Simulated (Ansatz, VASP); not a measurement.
**BN in VASP and in Ansatz**

```
B N
1.0
     1.64382   -4.71554    0.00000
     1.64382    4.71554    0.00000
    -1.19293    0.00000    4.18174
B N
4 4
Cartesian
  1.6449 0.6226 0.0009
  1.0485 -0.6226 2.0917
  0.6317 1.8259 2.0567
  0.0352 -1.8259 4.1475
  0.9105 1.8513 3.5159
  1.5070 -1.8513 1.4251
  1.0827 0.6219 1.3427
  0.4863 -0.6219 3.4336
```

The cell comes from a database or a generator and needn't be the stable form of this composition.

Alike in both runs: task single point; functional LDA; k mesh 6 × 6 × 4; no spin polarisation.

|  | VASP | Ansatz |
| --- | --- | --- |
| version | VASP 6.6.1 | Ansatz 0.2.0 |
| potentials or method | VASP PAW LDA potentials, release 64 (B, N) | plane waves, PAW |
| plane-wave cutoff (eV) | 520 | 420 |
| occupations | gaussian, width 0.01 eV | fixed |
| valence electrons in the cell | 32 | 32 |

VASP gave:

- gap on the k mesh at the Fermi level (eV): 3.41

**Question.** Estimate Ansatz's values.

**Answer.** gap on the k mesh at the Fermi level (eV): 3.43.

A k mesh can miss the band edges. LDA gaps usually lie below the measured ones, often by a third to a half.
